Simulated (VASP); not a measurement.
## SnO₂ in VASP 6.6.1, single-point calculation

INCAR

```
ALGO = Fast
NELM = 73
NSW = 0
GGA = PE
ISMEAR = -1
ENCUT = 520
LCHARG = .FALSE.
LASPH = .TRUE.
SIGMA = 0.02
EDIFF = 1E-7
LREAL = .FALSE.
NBANDS = 20
ISIF = 2
IBRION = -1
LWAVE = .FALSE.
PREC = Accurate
```

KPOINTS

```
KPOINTS created by Atomic Simulation Environment
0
Gamma
8 8 8
0 0 0
```

POSCAR

```
Sn O
 1.0000000000000000
     0.0000000000000000    2.5334669720086236    2.5334669720086236
     2.5334669720086236    0.0000000000000000    2.5334669720086236
     2.5334669720086236    2.5334669720086236    0.0000000000000000
 Sn  O
   1   2
Cartesian
 -0.0000000000000000  0.0000000000000000  0.0000000000000000
  1.2667334860043118  1.2667334860043118  1.2667334860043118
  3.8002004580129354  3.8002004580129354  3.8002004580129354
```

The recommended PBE PAW datasets give the neutral cell 26 valence electrons.

Command

```
mpirun -np 1 vasp_std
```

Question: How does this run end, and what does it give?

Answer: It converged. Results: gap between bands v and c on the k mesh 0.28 eV; least direct gap on the k mesh 1.68 eV; pressure 10.0 GPa. Band v is the last that the valence electrons fill when counted band by band, and c is the next.

OSZICAR

```
N       E                     dE             d eps       ncg     rms          rms(c)
DAV:   1     0.252147242659E+03    0.25215E+03   -0.13569E+04  1212   0.205E+03
DAV:   2     0.450683265566E+01   -0.24764E+03   -0.23503E+03  1264   0.506E+02
DAV:   3    -0.203868805837E+02   -0.24894E+02   -0.24626E+02  1348   0.135E+02
DAV:   4    -0.210577837663E+02   -0.67090E+00   -0.67031E+00  1300   0.232E+01
DAV:   5    -0.210723326454E+02   -0.14549E-01   -0.14547E-01  1432   0.354E+00    0.110E+01
RMM:   6    -0.178633312476E+02    0.32090E+01   -0.66106E+00  1469   0.183E+01    0.309E+00
RMM:   7    -0.178779929440E+02   -0.14662E-01   -0.53179E-01  1555   0.627E+00    0.203E+00
RMM:   8    -0.178662831246E+02    0.11710E-01   -0.83745E-02  1519   0.268E+00    0.314E-01
RMM:   9    -0.178661864794E+02    0.96645E-04   -0.24238E-02  1633   0.119E+00    0.101E-01
RMM:  10    -0.178669615429E+02   -0.77506E-03   -0.60404E-03  1612   0.659E-01    0.103E-01
RMM:  11    -0.178668866238E+02    0.74919E-04   -0.12398E-03  1707   0.316E-01    0.278E-02
RMM:  12    -0.178669027101E+02   -0.16086E-04   -0.31251E-04  1668   0.140E-01    0.100E-02
RMM:  13    -0.178669071229E+02   -0.44128E-05   -0.63942E-05  1701   0.615E-02    0.463E-03
RMM:  14    -0.178669082354E+02   -0.11125E-05   -0.17094E-05  1696   0.274E-02    0.201E-03
RMM:  15    -0.178669086562E+02   -0.42077E-06   -0.31842E-06  1522   0.128E-02    0.499E-04
RMM:  16    -0.178669087389E+02   -0.82709E-07   -0.10569E-06  1187   0.631E-03    0.137E-04
RMM:  17    -0.178669087611E+02   -0.22143E-07   -0.18554E-07   935   0.299E-03
   1 F= -.17866909E+02 E0= -.17866907E+02  d E =-.327412E-05
```

For comparison, a separate PBE run of the intended cell, on usual settings and not on those above, gives a gap of 0.28 eV on its mesh and a pressure of 10.0 GPa.
